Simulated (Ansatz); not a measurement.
# Strain response of PtSe2

All numbers below come from DFT PBE, scalar-relativistic, plane waves, PAW in Ansatz 0.2.0. Run with 420 eV cutoff, 12×12×4 k-mesh, Gaussian smearing of 0.02 eV, no spin polarisation.

Reference structure (relaxed):

```
CELL_PARAMETERS angstrom
3.75156 0.00000 0.00000
-1.87578 3.24895 0.00000
0.00000 0.00000 6.50133
ATOMIC_POSITIONS crystal
Pt 0.00000 0.00000 0.00000
Se 0.66667 0.33333 0.79903
Se 0.33333 0.66667 0.20097
```

Deformation: all cell vectors scaled alike, the atoms relaxed, all within the symmetry that the strain leaves. Energies are extrapolated to zero smearing. Stress is positive in compression, on the Cartesian axes of the cell above. Gaps are Kohn–Sham gaps over the whole zone.

Spin-orbit coupling is left out, which matters for the bands and energies of heavy elements.

```
strain (%)  ΔE (meV/atom) a (Å) b (Å) c (Å)  σxx (GPa)  σyy (GPa)  σzz (GPa) gap (eV)
      -3.0           23.1  3.639  3.639  6.306       4.95       4.95       0.40      0.81
      -2.0           10.1  3.677  3.677  6.371       3.18       3.18       0.23      0.83
      -1.0            2.5  3.714  3.714  6.436       1.54       1.54       0.12      0.83
      +0.0            0.0  3.752  3.752  6.501       0.00       0.00       0.01      0.82
      +1.0            2.4  3.789  3.789  6.566      -1.39      -1.39      -0.05      0.80
      +2.0            9.5  3.827  3.827  6.631      -2.67      -2.67      -0.08      0.77
      +3.0           20.9  3.864  3.864  6.696      -3.82      -3.82      -0.10      0.73
```